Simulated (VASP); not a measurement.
Energy against volume of BaSnO3 (cubic perovskite). Calculation: PBEsol GGA, VASP's PBE PAW potentials (set 64) (plane waves; VASP 6.6.1). Settings: 520 eV cut-off, 6×6×6 Γ-centred mesh, Gaussian smearing of 0.050 eV, potentials Ba_sv Sn_d O.

```tsv
V (Å³/atom)	E (eV/atom)
13.300	-6.64276
13.724	-6.66354
14.148	-6.67004
14.573	-6.66467
```

Problem. Fit these four points and predict the energy of the run at 14.997 Å³/atom.

Solution. A cubic in V^(−2/3), the third-order Birch-Murnaghan form, passes through the four points with V0 = 14.16 Å³/atom and B0 = 149 GPa, and gives -6.6495 eV/atom there. The run gave -6.6493 eV/atom, +0.1 meV/atom from the fit; all five points give B0 = 149 GPa.

The compound is BaSnO3 in the cubic perovskite structure. It was relaxed first.
